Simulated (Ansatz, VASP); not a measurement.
# One calculation of Tl, two programs

```
Tl
1.0
     3.28215   -2.16925    0.00000
     3.28215    2.16925    0.00000
     0.00000    0.00000    8.84891
Tl
4
Direct
  0.85000 0.15000 0.11700
  0.65000 0.35000 0.61700
  0.15000 0.85000 0.88300
  0.35000 0.65000 0.38300
```

Alike in both runs: task relaxation of cell and atoms; functional PBEsol; k mesh 6 × 6 × 2; occupations gaussian, width 0.1 eV; no spin polarisation.

|  | VASP | Ansatz |
| --- | --- | --- |
| version | VASP 6.6.1 | Ansatz 0.2.0 |
| potentials or method | VASP PAW PBE potentials, release 64 (Tl_d) | scalar-relativistic, plane waves, PAW |
| plane-wave cutoff (eV) | 600 | 420 |
| valence electrons in the cell | 52 | 52 |

```tsv
	VASP	Ansatz	Ansatz less VASP
gap on the k mesh at the Fermi level, each at its own relaxed structure (eV)	none	none	-
relaxed volume (Å³/atom)	28.29	28.41	+0.119
relaxed cell length with the largest relative difference (Å)	9.162	9.245	+0.0824
energy change over the relaxation (meV/atom)	-649	-649	-0.7
```

A gap of «none» marks a metal or a gap that the smearing closes.

Caveats: the PAW data sets were made with another functional, which shifts forces and pressure a little (VASP). The runs have no spin-orbit coupling, so splittings on Tl are missing.
